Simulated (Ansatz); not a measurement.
Sb: strain and displacement

```xyz
1
Lattice="-1.8713 1.8713 1.8713 1.8713 -1.8713 1.8713 1.8713 1.8713 -1.8713" Properties=species:S:1:pos:R:3 pbc="T T T"
Sb    0.0000    0.0000    0.0000
```

Structure from Materials Project entry mp-7761 (possibly hypothetical), not relaxed further.

No spin–orbit coupling, which matters for the heavy atoms here.

Theory: DFT, r2SCAN, PAW with Ansatz's default frozen-core files, scalar-relativistic in Ansatz 0.2.0.

Settings: a Γ-centred 12×12×12 k mesh, Fermi–Dirac smearing of 0.08 eV, cutoff 500 eV, no spin polarisation; the PAW files were made with PBE, and the program remakes their frozen cores for this functional.

The unchanged cell is at 1.91 GPa.

In a metal, stresses and small energies carry noise from the k mesh.

x, y and z are the Cartesian axes of the cell as listed; fractional coordinates follow a strain, and an engineering shear is twice the off-diagonal strain component.

With xy engineering shear strain of +3 %: energy change +1.6 meV/atom; stress change (xx, yy, zz, yz, xz, xy) -0.02, -0.02, 0.13, 0.00, 0.00, -0.68 GPa, compression positive.

(1) With this change (z strained by +1 % at fixed volume), what becomes of the energy and stress?

Results:

(1) Energy change +0.3 meV/atom; stress change (xx, yy, zz, yz, xz, xy) 0.14, 0.14, -0.25, 0.00, 0.00, 0.00 GPa, compression positive.
